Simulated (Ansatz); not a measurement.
Computed with DFT PBEsol, scalar-relativistic, plane waves, PAW in Ansatz 0.2.0.

Cutoff 420 eV; k points 10×10×4 on the computed 4-atom cell (Γ-centred); Gaussian smearing, width 0.02 eV; no spin polarisation.

Structure with the computed forces (eV/Å) in the last three columns:

```xyz
4
Lattice="2.7504 -1.6545 0.1100 2.7504 1.6545 0.1100 -1.2514 0.0000 7.3830" Properties=species:S:1:pos:R:3:forces:R:3 pbc="T T T" pressure_GPa=-6.90
F     0.1157    0.0000    0.7171   -0.2730    0.0000   -1.6100
F     4.1336    0.0000    6.8858    0.2730    0.0000    1.6100
F     2.0735    0.0000    4.6023    0.2390    0.0000   -3.8680
F     2.1758    0.0000    3.0007   -0.2390    0.0000    3.8680
```

Stress tensor (GPa, compression positive):

```
  0.18   0.00   0.10
  0.00   0.15   0.00
  0.10   0.00 -21.03
```

The cell holds molecules, and where no dispersion correction was added their binding is poorly described.